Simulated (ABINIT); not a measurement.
# Al (Fm-3m) in ABINIT: settings compared

One crystal, Al, is run at these levels: WC, LDA-Teter, rPW86PBE, LDA-PZ; tasks: equation of state, band structure.

All numbers are computed with ABINIT 10.8.3 (patched build); they aren't measurements. Logs are shortened: lines on timing, memory, paths and dates and some standing lists are left out, and cuts for length are marked. The log counts tension as positive stress, the text compression.

**The experiment to reproduce.**

From “The interpretation of polycrystalline coherent inelastic neutron scattering from aluminium”, 2013, pmc:3831299, for a bulk crystal of Al: bulk modulus 76.9 GPa.

The runs below are set against these values where they give the same quantity.

## (1) Starting point

It takes space group Fm-3m (No. 225, cubic). The conventional cell has a = 4.050 Å, b = 4.050 Å, c = 4.050 Å, α = 90.00°, β = 90.00°, γ = 90.00°. Around Al (site symmetry m-3m) lie 12 Al at 2.86 Å.

## (2) Equation of state, WC

Input file run.abi:

```
# Datasets: one volume each
ndtset 7
getwfk -1
scalecart1 3*0.9795861087
scalecart2 3*0.9864848297
scalecart3 3*0.9932883884
scalecart4 3*1.0000000000
scalecart5 3*1.0066227096
scalecart6 3*1.0131594038
scalecart7 3*1.0196128224

# Pseudopotentials
pp_dirpath "./"
pseudos "Al.GGA_PBE-JTH.xml"

# Structure
acell 2.8635066922 2.8635066922 2.8635066922 Angstrom
rprim
     0.0000000000     0.7071067812     0.7071067812
     0.7071067812     0.0000000000     0.7071067812
     0.7071067812     0.7071067812     0.0000000000
ntypat 1
znucl 13
natom 1
typat 1
xred
     0.0000000000     0.0000000000     0.0000000000

# Plane-wave basis
ecut 20.0
pawecutdg 40.0

# k points
kptopt 1
ngkpt 11 11 11
nshiftk 1
shiftk 0.0 0.0 0.0

# Exchange and correlation
ixc 23

# Bands and occupations
nband 6
occopt 3
tsmear 0.05 eV

# SCF cycle
nstep 100
tolvrs 1.0e-9

# Output
iomode 3
prtwf 1
prtden 0
prteig 0
prtebands 0
enunit 1
```

Potentials or basis: JTH PAW PBE v2.0.

Command:

```sh
> abinit run.abi > log 2>&1
```

run.abo:

```text
.Version 10.8.3 of ABINIT
 DATASET    1 : space group Fm -3 m (#225); Bravais cF (face-center cubic)
================================================================================
 Values of the parameters that define the memory need for DATASET  1.
     intxc =       0    ionmov =       0      iscf =      17    lmnmax =       8
     lnmax =       4     mgfft =      24  mpssoang =       2    mqgrid =    3001
     natom =       1  nloc_mem =       2    nspden =       1   nspinor =       1
    nsppol =       1      nsym =      48    n1xccc =       1    ntypat =       1
    occopt =       3   xclevel =       2
       mpw =         462          nfft =       13824          nkpt =          56
 PAW method is used; the additional fine FFT grid is defined by:
   mgfftf=        32    nfftf =     32768
================================================================================
================================================================================
[... 71 lines left out ...]
 DATASET    7 : space group Fm -3 m (#225); Bravais cF (face-center cubic)
================================================================================
 Values of the parameters that define the memory need for DATASET  7.
     intxc =       0    ionmov =       0      iscf =      17    lmnmax =       8
     lnmax =       4     mgfft =      24  mpssoang =       2    mqgrid =    3001
     natom =       1  nloc_mem =       2    nspden =       1   nspinor =       1
    nsppol =       1      nsym =      48    n1xccc =       1    ntypat =       1
    occopt =       3   xclevel =       2
       mpw =         532          nfft =       13824          nkpt =          56
 PAW method is used; the additional fine FFT grid is defined by:
   mgfftf=        32    nfftf =     32768
================================================================================
================================================================================

--------------------------------------------------------------------------------
------------- Echo of variables that govern the present computation ------------
--------------------------------------------------------------------------------
 -outvars: echo values of preprocessed input variables --------
            acell      5.4112434080E+00  5.4112434080E+00  5.4112434080E+00 Bohr
              amu      2.69815390E+01
             ecut      2.00000000E+01 Hartree
           enunit           1
           getwfk          -1
                       outvar_i_n : Printing only first  50 k-points.
              ixc          23
           jdtset        1    2    3    4    5    6    7
                       outvar_i_n : Printing only first  50 k-points.
         kptrlatt       11    0    0      0   11    0      0    0   11
          kptrlen1     5.83085676E+01
          kptrlen2     5.87192049E+01
          kptrlen3     5.91241777E+01
          kptrlen4     5.95236775E+01
          kptrlen5     5.99178855E+01
          kptrlen6     6.03069736E+01
          kptrlen7     6.06911048E+01
            natom           1
            nband           6
           ndtset           7
            ngfft          24      24      24
          ngfftdg          32      32      32
             nkpt          56
            nstep         100
             nsym          48
           ntypat           1
                       prtocc : prtvol=0, do not print more k-points.
           occopt           3
        pawecutdg      4.00000000E+01 Hartree
         pawxcdev           0
           prtden           0
        prtebands           0
           prteig           0
            rprim1     0.0000000000E+00  6.9267198023E-01  6.9267198023E-01
                       6.9267198023E-01  0.0000000000E+00  6.9267198023E-01
                       6.9267198023E-01  6.9267198023E-01  0.0000000000E+00
            rprim2     0.0000000000E+00  6.9755011263E-01  6.9755011263E-01
                       6.9755011263E-01  0.0000000000E+00  6.9755011263E-01
                       6.9755011263E-01  6.9755011263E-01  0.0000000000E+00
            rprim3     0.0000000000E+00  7.0236095512E-01  7.0236095512E-01
                       7.0236095512E-01  0.0000000000E+00  7.0236095512E-01
                       7.0236095512E-01  7.0236095512E-01  0.0000000000E+00
            rprim4     0.0000000000E+00  7.0710678120E-01  7.0710678120E-01
                       7.0710678120E-01  0.0000000000E+00  7.0710678120E-01
                       7.0710678120E-01  7.0710678120E-01  0.0000000000E+00
            rprim5     0.0000000000E+00  7.1178974407E-01  7.1178974407E-01
                       7.1178974407E-01  0.0000000000E+00  7.1178974407E-01
                       7.1178974407E-01  7.1178974407E-01  0.0000000000E+00
            rprim6     0.0000000000E+00  7.1641188486E-01  7.1641188486E-01
                       7.1641188486E-01  0.0000000000E+00  7.1641188486E-01
                       7.1641188486E-01  7.1641188486E-01  0.0000000000E+00
            rprim7     0.0000000000E+00  7.2097514092E-01  7.2097514092E-01
                       7.2097514092E-01  0.0000000000E+00  7.2097514092E-01
                       7.2097514092E-01  7.2097514092E-01  0.0000000000E+00
          spgroup         225
           tolvrs      1.00000000E-09
           tsmear      1.83746611E-03 Hartree
            typat      1
           useylm           1
                       outvars : Printing only first  50 k-points.
            znucl       13.00000

================================================================================

 chkinp: Checking input parameters for consistency, jdtset=   1.

 chkinp: Checking input parameters for consistency, jdtset=   2.
[... 35 lines left out ...]
 getcut: wavevector=  0.0000  0.0000  0.0000  ngfft=  24  24  24
         ecut(hartree)=     20.000   => boxcut(ratio)=   2.24901

 getcut : COMMENT -
  Note that boxcut > 2.2 ; recall that boxcut=Gcut(box)/Gcut(sphere) = 2
  is sufficient for exact treatment of convolution.
  Such a large boxcut is a waste : you could raise ecut
  e.g. ecut=   25.290235 Hartrees makes boxcut=2

 Fine grid specifications (used for densities):

 getcut: wavevector=  0.0000  0.0000  0.0000  ngfft=  32  32  32
         ecut(hartree)=     40.000   => boxcut(ratio)=   2.12039

--- Pseudopotential description ------------------------------------------------
- pspini: atom type   1  psp file is ./Al.GGA_PBE-JTH.xml
 Pseudopotential format is: paw10
 basis_size (lnmax)=  4 (lmn_size=  8), orbitals=   0   0   1   1
 Spheres core radius: rc_sph= 1.90363307
 Shapefunction is SIN type: shapef(r)=[sin(pi*r/rshp)/(pi*r/rshp)]**2
 Radius for shape functions =  1.60786206
 Compensation charge density is not taken into account in XC energy/potential

  -1.09563711E+01                                ecore*ucvol(ha*bohr**3)
--------------------------------------------------------------------------------

[... 158 lines left out ...]
 getcut: wavevector=  0.0000  0.0000  0.0000  ngfft=  24  24  24
         ecut(hartree)=     20.000   => boxcut(ratio)=   2.23328

 getcut : COMMENT -
  Note that boxcut > 2.2 ; recall that boxcut=Gcut(box)/Gcut(sphere) = 2
  is sufficient for exact treatment of convolution.
  Such a large boxcut is a waste : you could raise ecut
  e.g. ecut=   24.937751 Hartrees makes boxcut=2

 Fine grid specifications (used for densities):

 getcut: wavevector=  0.0000  0.0000  0.0000  ngfft=  32  32  32
         ecut(hartree)=     40.000   => boxcut(ratio)=   2.10556
--------------------------------------------------------------------------------
[... 159 lines left out ...]
 getcut: wavevector=  0.0000  0.0000  0.0000  ngfft=  24  24  24
         ecut(hartree)=     20.000   => boxcut(ratio)=   2.21799

 getcut : COMMENT -
  Note that boxcut > 2.2 ; recall that boxcut=Gcut(box)/Gcut(sphere) = 2
  is sufficient for exact treatment of convolution.
  Such a large boxcut is a waste : you could raise ecut
  e.g. ecut=   24.597297 Hartrees makes boxcut=2

 Fine grid specifications (used for densities):

 getcut: wavevector=  0.0000  0.0000  0.0000  ngfft=  32  32  32
         ecut(hartree)=     40.000   => boxcut(ratio)=   2.09114
--------------------------------------------------------------------------------
[... 159 lines left out ...]
 getcut: wavevector=  0.0000  0.0000  0.0000  ngfft=  24  24  24
         ecut(hartree)=     20.000   => boxcut(ratio)=   2.20310

 getcut : COMMENT -
  Note that boxcut > 2.2 ; recall that boxcut=Gcut(box)/Gcut(sphere) = 2
  is sufficient for exact treatment of convolution.
  Such a large boxcut is a waste : you could raise ecut
  e.g. ecut=   24.268230 Hartrees makes boxcut=2

 Fine grid specifications (used for densities):

 getcut: wavevector=  0.0000  0.0000  0.0000  ngfft=  32  32  32
         ecut(hartree)=     40.000   => boxcut(ratio)=   2.07710
--------------------------------------------------------------------------------
[... 629 lines left out ...]
-Cartesian components of stress tensor (GPa)         [Pressure= -5.2711E+00 GPa]
- sigma(1 1)=  5.27109820E+00  sigma(3 2)=  0.00000000E+00
- sigma(2 2)=  5.27109820E+00  sigma(3 1)=  0.00000000E+00
- sigma(3 3)=  5.27109820E+00  sigma(2 1)=  0.00000000E+00

== END DATASET(S) ==============================================================
================================================================================

 -outvars: echo values of variables after computation  --------
            acell      5.4112434080E+00  5.4112434080E+00  5.4112434080E+00 Bohr
           etotal1    -2.1026406719E+00
           etotal2    -2.1028647611E+00
           etotal3    -2.1029459004E+00
           etotal4    -2.1028983430E+00
           etotal5    -2.1027356850E+00
           etotal6    -2.1024698378E+00
           etotal7    -2.1021126273E+00
            fcart1    -0.0000000000E+00 -0.0000000000E+00 -0.0000000000E+00
            fcart2    -0.0000000000E+00 -0.0000000000E+00 -0.0000000000E+00
            fcart3    -0.0000000000E+00 -0.0000000000E+00 -0.0000000000E+00
            fcart4    -0.0000000000E+00 -0.0000000000E+00 -0.0000000000E+00
            fcart5    -0.0000000000E+00 -0.0000000000E+00 -0.0000000000E+00
            fcart6    -0.0000000000E+00 -0.0000000000E+00 -0.0000000000E+00
            fcart7    -0.0000000000E+00 -0.0000000000E+00 -0.0000000000E+00
            rprim1     0.0000000000E+00  6.9267198023E-01  6.9267198023E-01
                       6.9267198023E-01  0.0000000000E+00  6.9267198023E-01
                       6.9267198023E-01  6.9267198023E-01  0.0000000000E+00
[... 17 lines left out ...]
                       7.2097514092E-01  7.2097514092E-01  0.0000000000E+00
           strten1    -1.3284370964E-04 -1.3284370964E-04 -1.3284370964E-04
                       0.0000000000E+00  0.0000000000E+00  0.0000000000E+00
           strten2    -6.5488599113E-05 -6.5488599113E-05 -6.5488599113E-05
                       0.0000000000E+00  0.0000000000E+00  0.0000000000E+00
           strten3    -5.0454056090E-06 -5.0454056090E-06 -5.0454056090E-06
                       0.0000000000E+00  0.0000000000E+00  0.0000000000E+00
           strten4     4.9101666761E-05  4.9101666761E-05  4.9101666761E-05
                       0.0000000000E+00  0.0000000000E+00  0.0000000000E+00
           strten5     9.7518564919E-05  9.7518564919E-05  9.7518564919E-05
                       0.0000000000E+00  0.0000000000E+00  0.0000000000E+00
           strten6     1.4071570540E-04  1.4071570540E-04  1.4071570540E-04
                       0.0000000000E+00  0.0000000000E+00  0.0000000000E+00
           strten7     1.7916098633E-04  1.7916098633E-04  1.7916098633E-04
                       0.0000000000E+00  0.0000000000E+00  0.0000000000E+00
 Calculation completed.
```

Run time: 31 s. Hardware: 1 thread of Arm Neoverse N1, shared host; peak memory 0.11 GiB.

Results:

```yaml
Equilibrium_volume: 16.31 Å³/atom
Bulk_modulus: 82 GPa
Pressure_derivative_of_the_bulk_modulus: 4.5
```

Energy against volume, from the lowest point:
```
volume (Å³/atom)  energy (meV/atom)
          15.607               8.31
          15.939               2.21
          16.271               0.00
          16.603               1.29
          16.935               5.72
          17.267              12.95
          17.599              22.67
```

Caveat: pressures at fixed basis lie under the slope of the energies; the PAW data sets were made with another functional, which shifts forces and pressure a little.

## (3) Band structure, LDA-Teter

Input file run.abi:

```
# Datasets: ground state, then fixed potential
ndtset 2

# Pseudopotentials
pp_dirpath "./"
pseudos "Al.LDA_PW-JTH.xml"

# Structure
acell 3*1.0
rprim
     0.0000000000     3.8263269058     3.8263269058
     3.8263269058     0.0000000000     3.8263269058
     3.8263269058     3.8263269058     0.0000000000
ntypat 1
znucl 13
natom 1
typat 1
xred
     0.0000000000     0.0000000000     0.0000000000

# Plane-wave basis
ecut 20.0
pawecutdg 40.0

# Exchange and correlation
ixc 1

# Bands and occupations
occopt 3
tsmear 0.00183747

# SCF cycle
nstep 100

# Output
iomode 3
prtwf 0
prteig 0
prtebands 0
enunit 2
prtden1 1

# Dataset 1
kptopt1 1
ngkpt1 11 11 11
nshiftk1 1
shiftk1 0.0 0.0 0.0
nband1 6
tolvrs1 1.0e-9

# Dataset 2: bands along G-X-W-K-G-L-U-W-L-K
iscf2 -2
getden2 1
nband2 10
nbdbuf2 2
tolwfr2 1.0e-12
kptopt2 -9
ndivsm2 8
prteig2 1
prtvol2 -3
kptbounds2
     0.0000000000     0.0000000000     0.0000000000
     0.5000000000     0.0000000000     0.5000000000
     0.5000000000     0.2500000000     0.7500000000
     0.3750000000     0.3750000000     0.7500000000
     0.0000000000     0.0000000000     0.0000000000
     0.5000000000     0.5000000000     0.5000000000
     0.6250000000     0.2500000000     0.6250000000
     0.5000000000     0.2500000000     0.7500000000
     0.5000000000     0.5000000000     0.5000000000
     0.3750000000     0.3750000000     0.7500000000
```

Potentials or basis: JTH PAW LDA v2.0.

Command:

```sh
> abinit run.abi > log 2>&1
```

It took 17 s on 1 thread of Arm Neoverse N1, shared host; peak memory 0.11 GiB.

The run converged. Its results:

```
Free energy                                           : -57.9628 eV
Pressure                                              : -3.6 GPa
Band gap on the k mesh                                : none (metal or under the smearing width)
Valence electrons inside the program's atomic spheres : Al 0.75 (radii [1.0074] Å)
```

Levels at the corners of the path, in eV from the Fermi level:
```csv
point,band 1,band 2,band 3,band 4,band 5,band 6,band 7
Γ,-11.08,12.53,12.53,12.53,13.77,13.77,13.77
X,-2.90,-1.63,5.30,5.49,5.49,8.87,24.93
W,-0.83,-0.83,0.21,0.93,15.68,15.68,16.06
K,-1.87,-1.34,-0.47,6.45,8.13,15.46,21.42
Γ,-11.08,12.53,12.53,12.53,13.77,13.77,13.77
L,-4.54,-4.41,11.14,11.14,11.41,11.41,15.02
U,-1.87,-1.34,-0.47,6.45,8.13,15.46,21.42
W,-0.83,-0.83,0.21,0.93,15.68,15.68,16.06
L,-4.54,-4.41,11.14,11.14,11.41,11.41,15.02
K,-1.87,-1.34,-0.47,6.45,8.13,15.46,21.42
```

## (4) Equation of state, rPW86PBE

Input file run.abi:

```
# Datasets: one volume each
ndtset 7
getwfk -1
scalecart1 3*0.9795861087
scalecart2 3*0.9864848297
scalecart3 3*0.9932883884
scalecart4 3*1.0000000000
scalecart5 3*1.0066227096
scalecart6 3*1.0131594038
scalecart7 3*1.0196128224

# Pseudopotentials
pp_dirpath "./"
pseudos "Al.GGA_PBE-JTH.xml"

# Structure
acell 3*1.0
rprim
     0.0000000000     3.8263269058     3.8263269058
     3.8263269058     0.0000000000     3.8263269058
     3.8263269058     3.8263269058     0.0000000000
ntypat 1
znucl 13
natom 1
typat 1
xred
     0.0000000000     0.0000000000     0.0000000000

# Plane-wave basis
ecut 20.0
pawecutdg 40.0

# k points
kptopt 1
ngkpt 11 11 11
nshiftk 1
shiftk 0.0 0.0 0.0

# Exchange and correlation
ixc -144130

# Bands and occupations
nband 6
occopt 3
tsmear 0.05 eV

# SCF cycle
nstep 100
tolvrs 1.0e-9

# Output
iomode 3
prtwf 1
prtden 0
prteig 0
prtebands 0
enunit 1
```

Potentials or basis: JTH PAW PBE v2.0.

Command:

```sh
> abinit run.abi > log 2>&1
```

Run time: 47 s. Hardware: 1 thread of Arm Neoverse N1, shared host; peak memory 0.12 GiB.

The run converged. Its results:

```yaml
Equilibrium_volume: 16.52 Å³/atom
Bulk_modulus: 76 GPa
Pressure_derivative_of_the_bulk_modulus: 4.7
```

Energy against volume, from the lowest point:
| volume (Å³/atom) | energy (meV/atom) |
| --- | --- |
| 15.607 | 13.24 |
| 15.939 | 5.09 |
| 16.271 | 0.81 |
| 16.603 | 0.00 |
| 16.935 | 2.28 |
| 17.267 | 7.32 |
| 17.599 | 14.79 |

Caveat: pressures at fixed basis lie under the slope of the energies; the PAW data sets were made with another functional, which shifts forces and pressure a little.

## (5) Band structure, rPW86PBE

Input file run.abi:

```
# Datasets: ground state, then fixed potential
ndtset 2

# Pseudopotentials
pp_dirpath "./"
pseudos "Al.GGA_PBE-JTH.xml"

# Structure
acell 2.8635066922 2.8635066922 2.8635066922 Angstrom
rprim
     0.0000000000     0.7071067812     0.7071067812
     0.7071067812     0.0000000000     0.7071067812
     0.7071067812     0.7071067812     0.0000000000
ntypat 1
znucl 13
natom 1
typat 1
xcart
     0.0000000000     0.0000000000     0.0000000000 Angstrom

# Plane-wave basis
ecut 20.0
pawecutdg 40.0

# Exchange and correlation
ixc -144130

# Bands and occupations
occopt 3
tsmear 0.05 eV

# SCF cycle
nstep 100

# Output
iomode 3
prtwf 0
prteig 0
prtebands 0
enunit 2
prtden1 1

# Dataset 1
kptopt1 1
ngkpt1 11 11 11
nshiftk1 1
shiftk1 0.0 0.0 0.0
nband1 6
tolvrs1 1.0e-9

# Dataset 2: bands along G-X-W-K-G-L-U-W-L-K
iscf2 -2
getden2 1
nband2 10
nbdbuf2 2
tolwfr2 1.0e-12
kptopt2 -9
ndivsm2 6
prteig2 1
prtvol2 -3
kptbounds2
     0.0000000000     0.0000000000     0.0000000000
     0.5000000000     0.0000000000     0.5000000000
     0.5000000000     0.2500000000     0.7500000000
     0.3750000000     0.3750000000     0.7500000000
     0.0000000000     0.0000000000     0.0000000000
     0.5000000000     0.5000000000     0.5000000000
     0.6250000000     0.2500000000     0.6250000000
     0.5000000000     0.2500000000     0.7500000000
     0.5000000000     0.5000000000     0.5000000000
     0.3750000000     0.3750000000     0.7500000000
```

Command:

```sh
> abinit run.abi > log 2>&1
```

Run time: 18 s. Hardware: 1 thread of Arm Neoverse N1, shared host; peak memory 0.12 GiB.

It converged, with:

```yaml
Free_energy: -57.3909 eV
Pressure: -0.4 GPa
Band_gap_on_the_k_mesh: none (metal or under the smearing width)
Valence_electrons_inside_the_program's_atomic_spheres: Al 0.74 (radii [1.0074] Å)
```

Levels at the corners of the path, in eV from the Fermi level:
```csv
point,band 1,band 2,band 3,band 4,band 5,band 6
Γ,-11.12,12.67,12.67,12.67,13.94,13.94
X,-2.92,-1.63,5.32,5.54,5.54,8.93
W,-0.84,-0.84,0.18,0.99,15.81,15.81
K,-1.88,-1.36,-0.45,6.51,8.17,15.60
Γ,-11.12,12.67,12.67,12.67,13.94,13.94
L,-4.59,-4.40,11.29,11.29,11.50,11.50
U,-1.88,-1.36,-0.45,6.51,8.17,15.60
W,-0.84,-0.84,0.18,0.99,15.81,15.81
L,-4.59,-4.40,11.29,11.29,11.50,11.50
K,-1.88,-1.36,-0.45,6.51,8.17,15.60
```

Caveat: the PAW data sets were made with another functional, which shifts forces and pressure a little.

[end of part 1 of 2]
